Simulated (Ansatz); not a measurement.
# Sb: stress in a strained cell

Sb is deformed so: equal xx and yy strain of +3 %. What stress and forces result, by LAPW, PAW and all-electron datasets made for the crystal?

Method: DFT PBE, scalar-relativistic, in Ansatz 0.2.0.

### Step 1. Starting point

Symmetry: Pm-3m, No. 221, cubic system. Conventional cell: a = 3.160 Å, b = 3.160 Å, c = 3.160 Å, α = 90.00°, β = 90.00°, γ = 90.00°. Around Sb (site symmetry m-3m) lie 6 Sb at 3.16 Å.

Structure file:

```xyz
1
Lattice="3.1600 0.0000 0.0000 0.0000 3.1600 0.0000 0.0000 0.0000 3.1600" Properties=species:S:1:pos:R:3 pbc="T T T"
Sb    0.0000    0.0000    0.0000
```

### Step 2. After the deformation

Space group Pm-3m before, P4/mmm after.

### Step 3. All-electron LAPW

Input file input.yaml:

```yaml
crystal:
  lattice:
    - [3.2548, 0.0, 0.0]
    - [0.0, 3.2548, 0.0]
    - [0.0, 0.0, 3.16]
  atoms:
    - { symbol: Sb, position: [0.0, 0.0, 0.0] }
kpoints:
  mp_grid: { grid: [13, 13, 13] }
  band_path:
    path:
      - [0.0, 0.0, 0.0]
      - [0.0, 0.5, 0.0]
      - [0.5, 0.5, 0.0]
      - [0.0, 0.0, 0.0]
      - [0.0, 0.0, 0.5]
      - [0.0, 0.5, 0.5]
      - [0.5, 0.5, 0.5]
      - [0.0, 0.0, 0.5]
      - [0.0, 0.5, 0.0]
    npoints: 5
scf:
  occupations: { method: fermi_dirac, width: 0.05 }
hamiltonian:
  xc: pbe
  pseudopotentials: { kind: all_electron, lapw: { basis_error: 0.001 } }
output:
  forces: true
  stress: true
  eigenvalues: true
```

The run is started by

```sh
ansatz run input.yaml --threads 1 --pin off --max-ram 3072MiB --backend cpu --events-out ev --progress --plain --runs-dir out
```

### Step 4. Frozen-core PAW

Input file input.yaml:

```yaml
crystal:
  lattice:
    - [3.2548, 0.0, 0.0]
    - [0.0, 3.2548, 0.0]
    - [0.0, 0.0, 3.16]
  atoms:
    - { symbol: Sb, position: [0.0, 0.0, 0.0] }
kpoints:
  mp_grid: { grid: [13, 13, 13] }
scf:
  occupations: { method: fermi_dirac, width: 0.05 }
hamiltonian:
  xc: pbe
  pseudopotentials: { kind: paw }
output:
  forces: true
  stress: true
  eigenvalues: true
  efg: { contact_densities: true }
```

### Step 5. Datasets made for this crystal

input.yaml, as its differences from that of step 4:

```diff
@@ -13,3 +13,3 @@
   xc: pbe
-  pseudopotentials: { kind: paw }
+  pseudopotentials: { kind: all_electron, datasets: crystal }
 output:
```

(Steps that only read results are left out.)

Before running it: what results should come out? Wanted: pressure; largest shear or deviatoric stress.

As calculated:

```
                                 quantity                                              value
                                 pressure  LAPW -4.62, PAW -4.63, crystal datasets -4.63 GPa
largest shear or deviatoric stress (LAPW)                                           2.18 GPa
```

The largest part of the stress beyond the pressure is 2.18 GPa in size, in the zz component. No run of the undeformed cell stands beside it, so the pressure holds what the given cell had before the change. PAW: stress within 0.01 GPa of LAPW. Crystal datasets: stress within 0.01 GPa of LAPW. Spin-orbit coupling is left out, though the cell holds Sb; in elements this heavy it can shift bands and gaps by tenths of an eV.
